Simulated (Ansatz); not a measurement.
Trifluoromethane, CHF₃ from Hartree–Fock to CCSD(T)

Cartesian coordinates in Å:
```
F 1.2029 0.4967 0.1634
C -0.0381 0.0327 0.0329
F -0.3752 0.0829 -1.2541
F -0.0575 -1.2393 0.4258
H -0.7321 0.6270 0.6320
```

The species carries charge 0 and has multiplicity 1. Geometry: relaxed with PBE0-D4/def2-TZVP. Frozen core, restricted reference, Ansatz. CBS rows extrapolate triple and quadruple zeta.

```
      basis     HF (Eh)  MP2 corr.  CCSD corr.       (T)  CCSD(T) total
   def2-SVP  -336.50377   -0.68294    -0.69723  -0.01248     -337.21348
 def2-TZVPP  -336.92584   -0.90664    -0.91333  -0.02760     -337.86677
 def2-QZVPP  -336.94053   -0.99021    -0.98934  -0.03284     -337.96271
  CBS(def2)  -336.94256   -1.05212    -1.04565  -0.03672     -338.02493
cc-pV(D+d)Z  -336.78960   -0.68979    -0.70336  -0.01315     -337.50611
cc-pV(T+d)Z  -336.90660   -0.91235    -0.91719  -0.02823     -337.85202
cc-pV(Q+d)Z  -336.93398   -0.99424    -0.99317  -0.03283     -337.95998
    CBS(cc)  -336.94224   -1.05254    -1.04726  -0.03611     -338.02561
```
